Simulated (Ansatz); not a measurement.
What a change of settings does to a run on AgCl

The cell was built from the zincblende type and relaxed in the same program; it needn't be a known or the stable phase. The listed cell was then made from it by scaling, straining or moving an atom.

First run: DFT, PBE, all-electron PAW with datasets made for the crystal, scalar-relativistic (Ansatz 0.2.0).

Command: `ansatz run input.yaml --threads 1 --pin off --max-ram 2048MiB --backend cpu --events-out ev --progress --plain --runs-dir out` The run took 9.3 s on 1 thread of Arm Neoverse V2, on a shared host, peak memory 0.54 GiB.

```yaml
crystal:
  lattice:
    - [0.0, 2.9682291506, 2.9682291506]
    - [2.9682291506, 0.0, 2.9682291506]
    - [2.9682291506, 2.9682291506, 0.0]
  atoms:
    - { symbol: Ag, position: [0.0, 0.0, 0.0] }
    - { symbol: Cl, position: [0.25, 0.25, 0.25] }
kpoints:
  mp_grid: { grid: [11, 11, 11] }
scf:
  occupations: { method: fermi_dirac, width: 0.03 }
hamiltonian:
  xc: pbe
  pseudopotentials: { kind: all_electron, datasets: crystal }
output:
  forces: true
  stress: true
  eigenvalues: true
  efg: { contact_densities: true }
```

Result: converged; pressure 2.16 GPa; gap on the k mesh 1.22 eV (the mesh can miss the band edges); 8 SCF iterations.

The input is then changed:

```diff
@@ -10,5 +10,5 @@
   mp_grid: { grid: [11, 11, 11] }
 scf:
-  occupations: { method: fermi_dirac, width: 0.03 }
+  occupations: { method: tetrahedron_uncorrected }
 hamiltonian:
   xc: pbe
@@ -19,3 +19,5 @@
   eigenvalues: true
   efg: { contact_densities: true }
+magnetization:
+  spin_polarized: true
```

Question: Predict the outcome of the changed run.

Answer: It converged; pressure 2.16 GPa; moment 0.00 μB; 7 SCF iterations.

The results part of its log:

```
SCF 1 converged in 7 iterations: F = -157215.211291 eV  dr2 = 2.60e-8
  Residual-converged pass: ⟨swp⟩=2.4  Hψ=1408  notcnv=0  max |occ|·‖R‖ = 5.3e-6 eV (tolerance 5.3e-6 eV)  dr2=2.59e-8  dr2_m=0.00e0  dr2_onsite=5.10e-8  max |Δocc| = 0.0e0
  greatest PAW one-centre occupation: 0.998 electrons in one spin orbital (limit 2), on the Ag atom at site 0 (counted from 0), in its partial waves of l = 0
SCF converged after 7 iterations
Magnetization: 0.0000 μB (13.0000 up, 13.0000 down)
Absolute magnetization: 0.0000 μB (∫|ρ↑−ρ↓|)
Spin contamination: 0.0000 ħ² per cell (⟨S²⟩ above its minimum at these occupations)
Per-site moments (μB) at R_I (Å): [(0.0, 1.0603567625776564), (0.0, 1.0603567625776564)]
Free energy (F): -157215.211291 eV
Harris-Foulkes:  -157215.211291 eV  (|F-HF|=1.34e-8)
Internal energy: -157215.211291 eV  (E = F + TS)
E sigma→0 (E₀):  -157215.211291 eV
Past the cutoff: the bands carry plane waves up to 1.75 times it, of which those up to 1.5 times it add -0.000204 eV an atom, each by itself; the spheres take 0.000287 eV an atom off the energy for waves past 1.75 times it
By the cutoff:   a pressure is off by up to 0.006 GPa (1.2 times the spheres' own share and the shells' term, over an atom's volume, and 0.004 GPa: a bound that held against runs at twice the plane waves)
Past the cutoffs: a stress includes -0.0001 GPa for waves and charges beyond them, in addition to the slope of what the spheres take
In the spheres:  the bands' charges fall short by 3.7e-7 e at most (sound up to 1e-3)
Fermi energy:    6.258483 eV
--- Per-component energies (eV) ---
  The terms above E_closure are by the made datasets' own strengths, without shells solved beside the bands.
--- Forces (eV/Å), atoms counted from 1 ---
  atom   1  Ag    -0.00000000     0.00000000     0.00000000
  atom   2  Cl     0.00000000    -0.00000000     0.00000000
  max |Σ_I F_I| component: 5.09e-17 eV/Å
--- Stress (GPa, compression-positive) ---
        2.162124      -0.000000      -0.000000
        0.000000       2.162124       0.000000
       -0.000000       0.000000       2.162124
  P = ⅓ Tr σ = 2.1621 GPa (21.621 kbar)
--- PAW observables at the nuclei: V_zz in 10²¹ V/m², potentials from the cell's mean, atoms counted from 1 ---
  atom   1  Ag V_zz =    -0.000000   η = 0.0000   by run symmetry: forbidden
            electrostatic potential = -7472.864106 V   contact ρ = 948355.247423 e/Å³   contact ρ_s (e/Å³): all electrons +0.000000, valence +0.000000
  atom   2  Cl V_zz =    -0.000000   η = 0.0000   by run symmetry: forbidden
            electrostatic potential = -1774.869358 V   contact ρ = 24120.374890 e/Å³   contact ρ_s (e/Å³): all electrons +0.000000, valence +0.000000
--- Band table (eV; the first three rows and the last of 112) ---
  k-point 0 ↑: bands = ["-83.4080", "-46.9402", "-46.9402", "-46.9402", "-8.7504", "2.0011", "2.0011", "2.0011", "4.0393", "4.0393", "6.2585", "6.2585", "6.2585", "7.4823", "14.2614", "14.2614"]
  k-point 1 ↑: bands = ["-83.4080", "-46.9402", "-46.9402", "-46.9402", "-8.7352", "1.9759", "2.0180", "2.0180", "4.0363", "4.0363", "6.0086", "6.2167", "6.2167", "7.7899", "13.9983", "14.3426"]
  k-point 2 ↑: bands = ["-83.4080", "-46.9405", "-46.9402", "-46.9402", "-8.6941", "1.9231", "2.0629", "2.0629", "4.0337", "4.0337", "5.5214", "6.1010", "6.1010", "8.4253", "13.4816", "14.5263"]
  k-point 55 ↓: bands = ["-83.4079", "-46.9411", "-46.9409", "-46.9406", "-8.4948", "1.9977", "2.1955", "2.5317", "3.9659", "4.1970", "4.3918", "4.5330", "5.2234", "11.8184", "12.3312", "14.0867"]
```
